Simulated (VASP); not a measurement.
Crystal: Si.

```xyz
2
Lattice="0.0000 2.7219 2.7219 2.7219 0.0000 2.7219 2.7219 2.7219 0.0000" Properties=species:S:1:pos:R:3 pbc="T T T"
Si    2.7219    2.7219    2.7219
Si    4.0828    4.0828    4.0828
```

| Item | Value |
| --- | --- |
| Program | VASP 6.6.1 |
| Task | relaxation of cell and atoms |
| Functional | optPBE-vdW |
| Potentials or basis | VASP PAW PBE potentials, release 64 (Si) |
| Cutoff | 600 eV |
| k mesh | 8 × 8 × 8 |
| Occupations | fermi-dirac, width 0.05 eV |
| Spin | no spin polarisation |

At the start: pressure 2.0 GPa; volume 20.16 Å³/atom.

Question: How do energy, volume and symmetry change on relaxing?

Answer: Over 3 steps the energy falls by 2.7 meV/atom and the volume is 20.61 Å³/atom (+2.2 %); space group Fd-3m (No. 227, to 0.05 Å).

Step by step:
| step | energy change (eV) | largest force (eV/Å) | pressure (GPa) | volume (Å³) |
| --- | --- | --- | --- | --- |
| 1 | 0.0000 | 0.0000 | 2.00 | 40.33 |
| 2 | -0.0032 | 0.0000 | -1.20 | 41.81 |
| 3 | -0.0054 | 0.0000 | 0.00 | 41.22 |

Final structure:
```xyz
2
Lattice="0.0000 2.7417 2.7417 2.7417 0.0000 2.7417 2.7417 2.7417 0.0000" Properties=species:S:1:pos:R:3 pbc="T T T"
Si    2.7417    2.7417    2.7417
Si    4.1126    4.1126    4.1126
```

Caveat: the PAW data sets were made with another functional, which shifts forces and pressure a little.
